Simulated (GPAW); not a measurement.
# TiSi2: relaxation of cell and atoms with PBE+D3M(BJ)

TiSi2:

```
Ti Si
1.0
     4.37464    0.00000    0.00000
    -2.18732    3.78855    0.00000
     0.00000    0.00000    2.56101
Ti Si
1 2
Direct
  0.00000 0.00000 0.00000
  0.33333 0.66667 0.50000
  0.66667 0.33333 0.50000
```

The cell was built by a generator and needn't be a form met in nature.

| Property | Result |
| --- | --- |
| Program | GPAW 26.7.0 |
| Task | relaxation of cell and atoms |
| Functional | PBE |
| Dispersion | D3M(BJ) |
| Potentials or basis | GPAW PAW data sets (gpaw-data 1.2.1) |
| Cutoff | 600 eV |
| Basis | pw |
| k mesh | 6 × 6 × 9 |
| Occupations | fermi-dirac, width 0.05 eV |
| Spin | no spin polarisation |
| Maxiter | 150 |
| Optimizer | BFGS |
| Fmax | 0.02 eV/Å |
| Max steps | 60 |
| Convergence | density=1e-05 forces=0.0001 |

* Relaxed volume: 12.63 Å³/atom
* Relaxed cell: a = 4.187 Å, b = 4.187 Å, c = 2.496 Å, α = 90.00°, β = 90.00°, γ = 120.00°
* Space group after relaxing (to 0.05 Å): P6/mmm (No. 191)
* Energy gained by relaxing: 80.4 meV/atom
* Ionic steps: 8
* Pressure after relaxing: 0.0 GPa
* Band gap on the k mesh: none (metal or under the smearing width)
* Dispersion energy per atom: -1.553 eV

Step by step:
| step | energy change (eV) | largest force (eV/Å) | pressure (GPa) | volume (Å³) |
| --- | --- | --- | --- | --- |
| 1 | 0.0000 | 0.0000 | -15.47 | 42.45 |
| 2 | -0.0725 | 0.0000 | -13.38 | 41.62 |
| 3 | -0.2314 | 0.0000 | 3.31 | 37.26 |
| 4 | -0.2397 | 0.0000 | -0.28 | 37.98 |
| 5 | -0.2400 | 0.0000 | 0.03 | 37.91 |
| 6 | -0.2408 | 0.0000 | 0.38 | 37.83 |
| 7 | -0.2409 | 0.0000 | 0.19 | 37.86 |
| 8 | -0.2411 | 0.0000 | 0.02 | 37.89 |

Final structure:
```
CELL_PARAMETERS angstrom
4.18709 0.00000 0.00000
-2.09355 3.62613 0.00000
0.00000 0.00000 2.49587
ATOMIC_POSITIONS crystal
Ti 0.00000 0.00000 0.00000
Si 0.33333 0.66667 0.50000
Si 0.66667 0.33333 0.50000
```

Levels at points of the mesh, in eV from the Fermi level:
```csv
k point,band 6,band 7,band 8,band 9,band 10,band 11,band 12,band 13,band 14,band 15
"(0.00, 0.00, 0.00)",-5.84,-5.84,-4.82,-1.85,-0.98,-0.98,3.09,3.09,3.84,3.84
"(0.50, 0.50, 0.00)",-10.89,-5.77,-4.36,-0.88,-0.74,2.66,3.00,3.00,4.07,5.77
```

It took 2.1 min on 1 thread of Intel(R) Xeon(R) Platinum 8488C (Sapphire Rapids), on a shared host, peak memory 0.26 GiB.

Caveat: later steps reuse the first step's grids; pairwise dispersion overbinds metals, which lowers pressure and volume.
